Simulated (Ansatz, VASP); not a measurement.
LiH: VASP beside Ansatz

```
Li H
1.0
     1.96228    1.96228    0.00000
    -1.96228    1.96228    0.00000
     0.00000    1.96228    2.01470
Li H
1 1
Cartesian
  0.0000 0.0000 0.0000
  0.0000 1.9623 0.0000
```

Change from the starting cell: film at in-plane strain -0.02.

Alike in both runs: task single point; functional r2SCAN; k mesh 10 × 10 × 10; no spin polarisation.

|  | VASP | Ansatz |
| --- | --- | --- |
| version | VASP 6.6.1 | Ansatz 0.2.0 |
| potentials or method | VASP PAW PBE potentials, release 64 (Li_sv, H) | PAW with Ansatz's default frozen-core files, scalar-relativistic |
| plane-wave cutoff (eV) | 520 | 500 |
| occupations | gaussian, width 0.01 eV | fixed |
| valence electrons in the cell | 4 | 4 |

|  | VASP | Ansatz | Ansatz less VASP |
| --- | --- | --- | --- |
| gap on the k mesh at the Fermi level (eV) | 3.24 | 3.29 | +0.047 |

 A k mesh can miss the band edges.
